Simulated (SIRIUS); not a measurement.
# Te2Mo under changes of volume

One of the cells (25.464 Å³/atom); the others are scaled copies at fixed shape and fractional positions:

```
Te Mo
1.0
     3.54150    0.00000    0.00000
    -1.77075    3.06703    0.00000
     0.00000    0.00000   14.06614
Te Mo
4 2
Cartesian
  1.7708 1.0223 5.3311
  0.0000 2.0447 12.3641
  1.7708 1.0223 1.7020
  0.0000 2.0447 8.7351
  1.7708 1.0223 10.5496
  0.0000 2.0447 3.5165
```

| Item | Value |
| --- | --- |
| Program | SIRIUS 7.12.0 |
| Functional | PBE |
| Potentials or basis | all-electron FP-LAPW |
| Cutoff | 172 eV |
| Basis | apw+lo standard |
| k mesh | 9 × 9 × 2 |
| Occupations | fermi-dirac, width 0.05 eV |
| Spin | no spin polarisation |

```tsv
volume (Å³/atom)	energy over the lowest point (meV/atom)	gap on the mesh (eV)
23.467	?	?
23.966	38.11	0.76
24.466	18.33	0.77
25.464	0.00	0.79
25.963	0.08	0.80
26.463	5.58	0.81
```

**Question.** What does the run at 23.467 Å³/atom give?

**Answer.** Energy over the lowest point 66.31 meV/atom; gap on the mesh 0.74 eV.

Worked out: A Birch-Murnaghan fit of order 3 (a polynomial in V^(-2/3)) to the other rows has its minimum at 25.70 Å³/atom with B0 = V·E''(V) = 94 GPa and B' = 4.1 at fixed shape and positions, which overstates the stiffness. It gives 65.90 meV/atom at 23.467 Å³/atom, against the run's 66.31. A straight line through the other rows of the gap, of slope 0.504 eV per unit of ln V, extrapolates to 0.75 eV, against the run's 0.74.

Energies are extrapolated to zero smearing.

Caveats: spin-orbit coupling is left out, which moves the levels of the heavy elements; an odd mesh through Γ misses points on the zone boundary, where band edges often lie; this functional lacks dispersion, which binds the layers, so the pressure and a relaxed spacing across them are unreliable.
